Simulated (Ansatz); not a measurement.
# HfN (F-43m) in Ansatz: a series of runs

The runs below take HfN through single point, with HSE06 form with a typed share of exact exchange.

Everything below comes from runs of Ansatz 0.2.0. Logs are shortened: lines on timing, memory, paths and dates and some standing lists are left out, and cuts for length are marked.

**1. The structure**

The structure is cubic, space group F-43m (No. 216). Conventional cell: a = 4.910 Å, b = 4.910 Å, c = 4.910 Å, α = 90.00°, β = 90.00°, γ = 90.00°. Hf (site symmetry -43m) has 4 N at 2.13 Å as nearest neighbours. Around N (site symmetry -43m) lie 4 Hf at 2.13 Å.

The cell comes from a database or a generator and needn't be the stable form of this composition.

**2. Single point, HSE06 form with a typed share of exact exchange**

Input file input.yaml:

```yaml
crystal:
  lattice:
    - [0.0, 2.454822, 2.454822]
    - [2.454822, 0.0, 2.454822]
    - [2.454822, 2.454822, 0.0]
  atoms:
    - { symbol: Hf, position: [0.0, 0.0, 0.0] }
    - { symbol: "N", position: [0.25, 0.25, 0.25] }
hamiltonian:
  xc: { exchange: pbe, correlation: pbe, exx: { coeff: 0.05, omega: 0.2 } }
  pseudopotentials: { kind: paw }
kpoints:
  mp_grid: { grid: [5, 5, 5] }
scf:
  occupations: { method: fermi_dirac, width: 0.05 }
output:
  forces: true
  stress: true
  eigenvalues: true
```

Potentials or basis: Ansatz PAW.

Run with:

```console
$ ansatz run input.yaml --threads 2 --pin off --max-ram 5632MiB --backend cpu --events-out ev --progress --plain --runs-dir out
```

What it wrote:

```text
Warning: output.stress: scf.convergence.dr2_threshold = 1e-7 eV (the SCF's general default) is looser than the 2e-10 eV advised for a printed stress (1e-10 eV for each atom of the cell: 2). What an SCF threshold leaves in a stress goes as its square root, and in the free energy as the threshold itself, and one threshold admits the most on a small cell: of the crystals measured, under no hybrid functional and no lock of the moments, on runs that ended without the residual-converged pass, on stresses that held no estimate of that error, the worst erred by over 100 MPa in a component at 1e-7 eV an atom and by under 5 at 1e-10. Set scf.convergence.dr2_threshold to 2e-10 eV or tighter. The threshold is an SCF's pass mark: one that does not reach it within its budget of iterations ends unconverged, or closes short of it on a stop that the run arms, and scf.convergence.dr2_threshold's page says what that costs each kind of run
Warning: output.stress: scf.exx.energy_threshold = 1e-6 eV is looser than the 2e-8 eV advised for a stress under a hybrid functional (1e-8 eV for each atom of the cell: 2). Every SCF of the exchange loop can meet its threshold on dr2 while the loop round them stops early: no threshold on dr2 bounds what that leaves in the stress. Set scf.exx.energy_threshold to 2e-8 eV or tighter. The threshold is the loop's pass mark: a loop that does not reach it within its budget of cycles ends unconverged, and scf.exx.energy_threshold's page has the law
Warning: RAYON_NUM_THREADS=2 ignored (pool sized by the plan → 2); use --threads N
Engine: ansatz 0.2.0, x86_64-unknown-linux-gnu
Pseudopotentials: kind: paw
Pseudopotential: Hf, paw, valence charge 26, recommended cutoff 420 eV (normal), Hf.paw.azcp
Pseudopotential: N, paw, valence charge 5, recommended cutoff 420 eV (normal), N.paw.azcp
Functional definition: unnamed
  parameter a_1 = 0.05
  parameter omega_1 = 0.2/angstrom
  exchange = pbe_x + (-a_1)*pbe_x_sr(omega_1) + a_1*exact_x_sr(omega_1)
  correlation = pbe_c
Crystal: 2 atoms, lattice volume = 29.586 Å³
Basis set: ecut = 420 eV, 561 PW (Γ), exchange–correlation on 48×48×48 points (8 copies of the dense FFT grid, shifted against one another)
Bands: 20, of which v1, the nominal top of the filled ones, is band 16 counted from 1 (15 counted from 0)
Symmetry: 24 space group operations
Space group: F-43m (ITA 216), of the structure as read, at distance tolerance 3.1e-5 Å
k-points: 10 of 125 (time reversal used)
Non-local potential: Hf, projectors of the file, l = 0: 3, l = 1: 2, l = 2: 2, l = 3: 3
Non-local potential: N, projectors of the file, l = 0: 2, l = 1: 2, l = 2: 1
PAW form: soft (Blöchl's): semilocal exchange-correlation on the pseudo side does not see the compensation charge
PAW frozen core: Hf, regenerated for the run's functional, and the local potential with it (the file was generated under x = pbe(κ = 0.804, μ = 0.2195149727645171), c = pbe(β = 0.06672455060314922))
PAW frozen core: N, regenerated for the run's functional, and the local potential with it (the file was generated under x = pbe(κ = 0.804, μ = 0.2195149727645171), c = pbe(β = 0.06672455060314922))
PAW one-centre angular grid: Hf, 590 points (default); XC on 64 Gauss nodes
PAW one-centre angular grid: N, 110 points (default); XC on 64 Gauss nodes
Initial density: superposition of atomic densities (neutral atoms: chi_scale 0, normalization atom), corrected by the library's trained network
Initial wavefunctions: pseudopotential atomic-orbital guess
Functional: x = pbe(κ = 0.804, μ = 0.2195149727645171), c = pbe(β = 0.06672455060314922), warm-up for x = pbe(κ = 0.804, μ = 0.2195149727645171) + 0.05 (exact − pbe) at short range (hse, ω = 0.2 Å⁻¹), c = pbe(β = 0.06672455060314922)
SCF iter   1: F=—  HF=-16108.133788 eV  |F-HF|=—  |Δ(HF+E_count)|=         —  Δρ=7.17e-3  dr2=1.40e-2  ethr=1.77e-3  ⟨swp⟩=5.6  Hψ=754  notcnv=0
preconditioner: auto → none  [insulator: Δε(μ)=0.132 eV  Ē_g=18.355 eV  σ=0.050 eV  W_gap=0.55  n_scr=14 (ndim 8)  ℏωp=36.8 eV  f_vac=0.006  D(μ)=2.56/eV (n_scr^D=26)]
iter 2 solved again at ethr=4.33e-6 eV; its pass at ethr=4.50e-5 eV (dr2=1.34e-3 eV) is discarded
SCF iter   2: F=—  HF=-16108.132493 eV  |F-HF|=—  |Δ(HF+E_count)|=   1.29e-3  Δρ=2.48e-3  dr2=1.32e-3  ethr=4.33e-6  ⟨swp⟩=2.7  Hψ=808  notcnv=0
SCF iter   3: F=—  HF=-16108.132744 eV  |F-HF|=—  |Δ(HF+E_count)|=   2.51e-4  Δρ=5.52e-4  dr2=3.90e-5  ethr=4.26e-6  ⟨swp⟩=3.7  Hψ=404  notcnv=0
SCF iter   4: F=—  HF=-16108.132796 eV  |F-HF|=—  |Δ(HF+E_count)|=   5.26e-5  Δρ=6.93e-5  dr2=7.50e-7  ethr=1.26e-7  ⟨swp⟩=3.5  Hψ=475  notcnv=0
SCF iter   5: F=—  HF=-16108.132797 eV  |F-HF|=—  |Δ(HF+E_count)|=   8.79e-7  Δρ=2.93e-5  dr2=1.86e-7  ethr=2.42e-9  ⟨swp⟩=4.0  Hψ=612  notcnv=0
SCF iter   6: F=—  HF=-16108.132797 eV  |F-HF|=—  |Δ(HF+E_count)|=   3.58e-7  Δρ=7.17e-6  dr2=8.84e-9  ethr=6.01e-10  ⟨swp⟩=4.0  Hψ=569  notcnv=0
SCF iter   7: F=-16108.132797 eV  HF=-16108.132797 eV  |F-HF|=1.11e-10  |Δ(HF+E_count)|=   1.36e-8  Δρ=8.70e-7  dr2=1.80e-10  ethr=2.85e-11  ⟨swp⟩=4.0  Hψ=590  notcnv=0
SCF 1 converged in 7 iterations: F = -16108.132797 eV  dr2 = 1.80e-10
Initial density: handed on by an earlier stage of this run
Initial wavefunctions: those handed on with the density
Functional: x = pbe(κ = 0.804, μ = 0.2195149727645171) + 0.05 (exact − pbe) at short range (hse, ω = 0.2 Å⁻¹), c = pbe(β = 0.06672455060314922)
Exchange kernel: α = 0.0500, screened, ω = 0.2000 Å⁻¹, Wigner–Seitz truncation, v(0) = 1115.1379 eV·Å³, q-mesh 5×5×5, nearest image of the exchange supercell L = 17.36 Å, pair-density grid 15×15×15, without the augmentation charges, whose exchange is taken in its separable form by FFT convolution over the k-point mesh (sized by the pseudopotential files, 20×20×20 at the most), smooth part of the exact exchange by density-matrix convolution
Frozen-core exchange: fock
iter 1 solved again at ethr=1.80e-6 eV; its pass at ethr=1.00e-1 eV (dr2=5.59e-4 eV) is discarded
SCF iter   1: F=—  HF=-16108.152985 eV  |F-HF|=—  |Δ(HF+E_count)|=         —  Δρ=1.76e-3  dr2=6.63e-4  ethr=1.80e-6  ⟨swp⟩=5.3  Hψ=1116  notcnv=0
preconditioner: auto → none  [insulator: Δε(μ)=0.122 eV  Ē_g=19.040 eV  σ=0.050 eV  W_gap=0.52  n_scr=14 (ndim 8)  ℏωp=36.8 eV  f_vac=0.016  D(μ)=2.68/eV (n_scr^D=26)]
SCF iter   2: F=—  HF=-16108.150951 eV  |F-HF|=—  |Δ(HF+E_count)|=   2.03e-3  Δρ=1.51e-3  dr2=4.91e-4  ethr=1.80e-6  ⟨swp⟩=4.0  Hψ=587  notcnv=0
SCF iter   3: F=—  HF=-16108.150730 eV  |F-HF|=—  |Δ(HF+E_count)|=   2.21e-4  Δρ=5.00e-4  dr2=2.86e-5  ethr=1.39e-6  ⟨swp⟩=3.0  Hψ=499  notcnv=0
SCF iter   4: F=—  HF=-16108.150828 eV  |F-HF|=—  |Δ(HF+E_count)|=   9.80e-5  Δρ=2.31e-4  dr2=1.84e-5  ethr=8.60e-8  ⟨swp⟩=3.7  Hψ=412  notcnv=0
SCF iter   5: F=—  HF=-16108.150825 eV  |F-HF|=—  |Δ(HF+E_count)|=   3.23e-6  Δρ=1.63e-4  dr2=6.95e-6  ethr=5.92e-8  ⟨swp⟩=3.7  Hψ=416  notcnv=0
SCF iter   6: F=—  HF=-16108.150823 eV  |F-HF|=—  |Δ(HF+E_count)|=   1.89e-6  Δρ=4.05e-5  dr2=2.82e-7  ethr=2.23e-8  ⟨swp⟩=3.3  Hψ=423  notcnv=0
SCF iter   7: F=-16108.150823 eV  HF=-16108.150823 eV  |F-HF|=5.16e-9  |Δ(HF+E_count)|=   7.78e-9  Δρ=5.74e-6  dr2=3.46e-8  ethr=8.23e-10  ⟨swp⟩=4.1  Hψ=566  notcnv=0
SCF 2 converged in 7 iterations: F = -16108.150823 eV  dr2 = 3.46e-8
hybrid outer 1: dexx = +1.053e-4 eV, tail = 1.25e-6 eV
Exchange kernel: α = 0.0500, screened, ω = 0.2000 Å⁻¹, Wigner–Seitz truncation, v(0) = 1115.1379 eV·Å³, q-mesh 5×5×5, nearest image of the exchange supercell L = 17.36 Å, pair-density grid 15×15×15, without the augmentation charges, whose exchange is taken in its separable form by FFT convolution over the k-point mesh (sized by the pseudopotential files, 20×20×20 at the most), smooth part of the exact exchange by density-matrix convolution
Frozen-core exchange: fock
SCF iter   1: F=—  HF=-16108.150822 eV  |F-HF|=—  |Δ(HF+E_count)|=         —  Δρ=9.63e-6  dr2=1.15e-8  ethr=2.02e-8  ⟨swp⟩=4.3  Hψ=426  notcnv=0
preconditioner: auto → none  [insulator: Δε(μ)=0.123 eV  Ē_g=18.972 eV  σ=0.050 eV  W_gap=0.52  n_scr=14 (ndim 8)  ℏωp=36.8 eV  f_vac=0.016  D(μ)=2.68/eV (n_scr^D=26)]
SCF iter   2: F=-16108.150822 eV  HF=-16108.150822 eV  |F-HF|=6.98e-10  |Δ(HF+E_count)|=  6.00e-10  Δρ=2.64e-6  dr2=7.03e-10  ethr=3.71e-11  ⟨swp⟩=4.0  Hψ=607  notcnv=0
SCF 3 converged in 2 iterations: F = -16108.150822 eV  dr2 = 7.03e-10
  Residual-converged pass: ⟨swp⟩=2.2  Hψ=355  notcnv=0  max |occ|·‖R‖ = 2.4e-6 eV (tolerance 2.4e-6 eV)  dr2=7.02e-10  dr2_onsite=1.64e-9  max |Δocc| = 7.0e-13
hybrid outer 2: dexx = +6.903e-10 eV, tail = 4.70e-9 eV, Δε = 5.44e-4 eV (about 1.10e-4 eV left of the loop's levels)
hybrid SCF converged: 2 outer / 9 inner (+7 warm-up), last move |dexx| = 6.90e-10 eV, tail = 4.70e-9 eV
Stability not checked: this state was not tested for a lower state beside it, because the functional holds exact exchange (a hybrid, or Hartree-Fock), whose exchange loop this test does not read (fock_operator; see scf.lower_state_search)
Free energy (F): -16108.150822 eV
Frozen-core exchange: fock
Harris-Foulkes:  -16108.150822 eV  (|F-HF|=6.98e-10)
Internal energy: -16108.130468 eV  (E = F + TS)
E sigma→0 (E₀):  -16108.140645 eV
Entropy (-TS):   -0.020354 eV (-10.177 meV/atom)
Fermi energy:    17.989449 eV
--- Per-component energies (eV) ---
  E_band       = -10.830346
  E_kinetic    = 552.849440
  E_local      = -5646.011317  (includes V_loc(G=0)·N_el)
  E_nonlocal   = -1201.169071
  E_hartree    = 2617.121080
  E_xc         = -344.921403
  E_vxc        = -328.052457  (∫ρ·V_xc dr)
  E_exx        = -25.719480  (= α·E_x^exact, valence–valence)
  E_paw        = -7041.549699  (= ΣΔE_a)
  E_vpaw       = 1428.748475  (= ΣTr[D̂ρ^β])
  E_aug_tail   = 0.000094  (compensation charges beyond the density's cutoff)
  E_ewald      = -5018.965392
  E_core_change = 0.235279  (= ΣΔE_core)
  E_smearing   = -0.020354  (= −TS)
  E_closure    = 0.000000  (closes the sum)
  Σ components = -16108.150822   (vs F -16108.150822, Δ=0.00e0)
--- Forces (eV/Å), atoms counted from 1 ---
  atom   1  Hf     0.00000000    -0.00000000    -0.00000000
  atom   2  N     -0.00000000     0.00000000     0.00000000
  max |Σ_I F_I| component: 3.70e-17 eV/Å
--- Stress (GPa, compression-positive) ---
        0.571289      -0.000000      -0.000000
       -0.000000       0.571289       0.000000
       -0.000000       0.000000       0.571289
  P = ⅓ Tr σ = 0.5713 GPa (5.713 kbar)
--- Band table (eV; the first three rows and the last of 10) ---
  k-point 0: bands = ["-45.3925", "-13.6866", "-13.6866", "-13.6866", "1.0938", "4.6811", "4.6811", "4.6811", "4.7463", "4.7463", "4.7463", "4.8359", "12.1960", "12.1960", "12.1960", "17.2017", "20.2297", "20.2297", "24.6012", "24.6012"]
  k-point 1: bands = ["-45.3850", "-13.8630", "-13.7094", "-13.7094", "1.5079", "4.6841", "4.6888", "4.6888", "4.7333", "4.7333", "4.7468", "4.8482", "11.6464", "12.4520", "12.4520", "18.8770", "19.8306", "19.8306", "23.7934", "25.0736"]
  k-point 2: bands = ["-45.3729", "-14.1340", "-13.7460", "-13.7460", "2.1115", "4.6919", "4.6919", "4.7037", "4.7241", "4.7241", "4.7476", "4.8248", "11.7632", "12.7609", "12.7609", "19.6776", "20.3503", "20.3503", "22.5275", "23.8057"]
  k-point 9: bands = ["-45.3654", "-14.0900", "-13.9232", "-13.8257", "2.5225", "4.6853", "4.7008", "4.7125", "4.7168", "4.7208", "4.7278", "4.8141", "11.7507", "12.7233", "13.8307", "17.0697", "19.4349", "21.4340", "23.4750", "24.3766"]
```

Wall time 22 s (2 threads of Intel Xeon at 2.70GHz, shared host); peak memory 0.75 GiB.

Results:

- Free energy: -16108.1508 eV
- Pressure: 0.6 GPa
- Band gap on the k mesh: none (metal or under the smearing width)

Levels at points of the mesh, in eV from the Fermi level:
```csv
k point,band 11,band 12,band 13,band 14,band 15,band 16,band 17,band 18,band 19,band 20
"(0.00, 0.00, 0.00)",-13.24,-13.15,-5.79,-5.79,-5.79,-0.79,2.24,2.24,6.61,6.61
```

Caveat: the k mesh is coarse (spacing up to 0.44 Å⁻¹), so the values aren't converged, least of all with exact exchange; the pressure holds a Pulay correction of +0.4 GPa for the finite cutoff; the PAW data sets come from PBE, with cores solved anew for the run's functional, which leaves a small shift of forces and pressure; the thresholds are loose for stress. The run has no spin-orbit coupling, so splittings on Hf are missing.

**3. Single point, HSE06 form with a typed share of exact exchange**

Changes to input.yaml since step 2:

```diff
@@ -9,3 +9,3 @@
 hamiltonian:
-  xc: { exchange: pbe, correlation: pbe, exx: { coeff: 0.05, omega: 0.2 } }
+  xc: { exchange: pbe, correlation: pbe, exx: { coeff: 0.1, omega: 0.2 } }
   pseudopotentials: { kind: paw }
```

Potentials or basis: Ansatz PAW.

Run with:

```console
$ ansatz run input.yaml --threads 2 --pin off --max-ram 5632MiB --backend cpu --events-out ev --progress --plain --runs-dir out
```

Wall time 22 s (2 threads of Intel Xeon at 2.70GHz, shared host); peak memory 0.75 GiB.

Results (log left out):

* Free energy: -16108.1804 eV
* Pressure: 0.0 GPa
* Band gap on the k mesh: none (metal or under the smearing width)

Levels at points of the mesh, in eV from the Fermi level:
```
           k point  band 13  band 14  band 15  band 16  band 17  band 18
(0.00, 0.00, 0.00)    -6.02    -6.02    -6.02    -0.78     2.36     2.36
```

Caveat: the k mesh is coarse (spacing up to 0.44 Å⁻¹), so the values aren't converged, least of all with exact exchange; the pressure holds a Pulay correction of +0.4 GPa for the finite cutoff; the PAW data sets come from PBE, with cores solved anew for the run's functional, which leaves a small shift of forces and pressure; the thresholds are loose for stress. The run has no spin-orbit coupling, so splittings on Hf are missing.

**4. Single point, HSE06 form with a typed share of exact exchange**

Changes to input.yaml since step 3:

```diff
@@ -9,3 +9,3 @@
 hamiltonian:
-  xc: { exchange: pbe, correlation: pbe, exx: { coeff: 0.1, omega: 0.2 } }
+  xc: { exchange: pbe, correlation: pbe, exx: { coeff: 0.15, omega: 0.2 } }
   pseudopotentials: { kind: paw }
```

Run with:

```console
$ ansatz run input.yaml --threads 2 --pin off --max-ram 5632MiB --backend cpu --events-out ev --progress --plain --runs-dir out
```

Wall time 24 s (2 threads of Intel Xeon at 2.70GHz, shared host); peak memory 0.75 GiB.

The run converged. Its results:

| Quantity | Value |
| --- | --- |
| Free energy | -16108.2207 eV |
| Pressure | -0.5 GPa |
| Band gap on the k mesh | none (metal or under the smearing width) |

Levels at points of the mesh, in eV from the Fermi level:
```tsv
k point	band 13	band 14	band 15	band 16	band 17	band 18
(0.00, 0.00, 0.00)	-6.24	-6.24	-6.24	-0.77	2.48	2.48
```

Caveat: the k mesh is coarse (spacing up to 0.44 Å⁻¹), so the values aren't converged, least of all with exact exchange; the pressure holds a Pulay correction of +0.4 GPa for the finite cutoff; the PAW data sets come from PBE, with cores solved anew for the run's functional, which leaves a small shift of forces and pressure; the thresholds are loose for stress. Spin-orbit coupling is left out, which matters for the levels of Hf.

**5. Single point, HSE06 form with a typed share of exact exchange**

Changes to input.yaml since step 4:

```diff
@@ -9,3 +9,3 @@
 hamiltonian:
-  xc: { exchange: pbe, correlation: pbe, exx: { coeff: 0.15, omega: 0.2 } }
+  xc: { exchange: pbe, correlation: pbe, exx: { coeff: 0.2, omega: 0.2 } }
   pseudopotentials: { kind: paw }
```

Run with:

```console
$ ansatz run input.yaml --threads 2 --pin off --max-ram 5632MiB --backend cpu --events-out ev --progress --plain --runs-dir out
```

It took 26 s on 2 threads of Intel Xeon at 2.70GHz, shared host; peak memory 0.75 GiB.

The run converged. Its results:

```yaml
Free_energy: -16108.2716 eV
Pressure: -1.0 GPa
Band_gap_on_the_k_mesh: none (metal or under the smearing width)
```

Levels at points of the mesh, in eV from the Fermi level:
```csv
k point,band 11,band 12,band 13,band 14,band 15,band 16,band 17,band 18,band 19,band 20
"(0.00, 0.00, 0.00)",-15.47,-15.33,-6.46,-6.46,-6.46,-0.76,2.60,2.60,7.04,7.04
```

Caveat: the k mesh is coarse (spacing up to 0.44 Å⁻¹), so the values aren't converged, least of all with exact exchange; the pressure holds a Pulay correction of +0.4 GPa for the finite cutoff; the PAW data sets come from PBE, with cores solved anew for the run's functional, which leaves a small shift of forces and pressure; the thresholds are loose for stress. Spin-orbit coupling is left out, which matters for the levels of Hf.

**6. Single point, HSE06 form with a typed share of exact exchange**

Changes to input.yaml since step 5:

```diff
@@ -9,3 +9,3 @@
 hamiltonian:
-  xc: { exchange: pbe, correlation: pbe, exx: { coeff: 0.2, omega: 0.2 } }
+  xc: { exchange: pbe, correlation: pbe, exx: { coeff: 0.25, omega: 0.2 } }
   pseudopotentials: { kind: paw }
```

Potentials or basis: Ansatz PAW.

Run with:

```console
$ ansatz run input.yaml --threads 2 --pin off --max-ram 5632MiB --backend cpu --events-out ev --progress --plain --runs-dir out
```

Wall time 27 s (2 threads of Intel Xeon at 2.70GHz, shared host); peak memory 0.75 GiB.

Results (log left out):

* Free energy: -16108.3328 eV
* Pressure: -1.5 GPa
* Band gap on the k mesh: none (metal or under the smearing width)

Levels at points of the mesh, in eV from the Fermi level:
```tsv
k point	band 12	band 13	band 14	band 15	band 16	band 17	band 18	band 19
(0.00, 0.00, 0.00)	-16.05	-6.68	-6.68	-6.68	-0.75	2.72	2.72	7.19
```

Caveat: the k mesh is coarse (spacing up to 0.44 Å⁻¹), so the values aren't converged, least of all with exact exchange; the pressure holds a Pulay correction of +0.4 GPa for the finite cutoff; the PAW data sets come from PBE, with cores solved anew for the run's functional, which leaves a small shift of forces and pressure; the thresholds are loose for stress.

**7. Single point, HSE06 form with a typed share of exact exchange**

Changes to input.yaml since step 6:

```diff
@@ -9,3 +9,3 @@
 hamiltonian:
-  xc: { exchange: pbe, correlation: pbe, exx: { coeff: 0.25, omega: 0.2 } }
+  xc: { exchange: pbe, correlation: pbe, exx: { coeff: 0.3, omega: 0.2 } }
   pseudopotentials: { kind: paw }
```

Run with:

```console
$ ansatz run input.yaml --threads 2 --pin off --max-ram 5632MiB --backend cpu --events-out ev --progress --plain --runs-dir out
```

Wall time 26 s (2 threads of Intel Xeon at 2.70GHz, shared host); peak memory 0.75 GiB.

It converged, with:

```yaml
Free_energy: -16108.4043 eV
Pressure: -2.0 GPa
Band_gap_on_the_k_mesh: none (metal or under the smearing width)
```

Levels at points of the mesh, in eV from the Fermi level:
| k point | band 13 | band 14 | band 15 | band 16 | band 17 | band 18 |
| --- | --- | --- | --- | --- | --- | --- |
| (0.00, 0.00, 0.00) | -6.91 | -6.91 | -6.91 | -0.73 | 2.84 | 2.84 |

Caveat: the k mesh is coarse (spacing up to 0.44 Å⁻¹), so the values aren't converged, least of all with exact exchange; the pressure holds a Pulay correction of +0.4 GPa for the finite cutoff; the PAW data sets come from PBE, with cores solved anew for the run's functional, which leaves a small shift of forces and pressure; the thresholds are loose for stress.

**8. Summary**

| share of exact exchange | gap on the mesh (eV) | pressure (GPa) |
| --- | --- | --- |
| 0.05 | none | 0.6 |
| 0.1 | none | 0.0 |
| 0.15 | none | -0.5 |
| 0.2 | none | -1.0 |
| 0.25 | none | -1.5 |
| 0.3 | none | -2.0 |

Alike in all rows: task single point; level HSE06 form with a typed share of exact exchange; potentials or basis Ansatz PAW; no spin polarisation; cell as given; k mesh 5 × 5 × 5; cutoff (eV) 420; smearing fermi-dirac 0.05 eV; the mesh is coarse, so values aren't converged.

Caveats: all runs use coarse meshes; the PAW data sets come from PBE, with cores solved anew for the run's functional, which leaves a small shift of forces and pressure; the thresholds are loose for stress.

Total energies depend on the potentials used, so only differences within one code and one set of settings carry meaning.
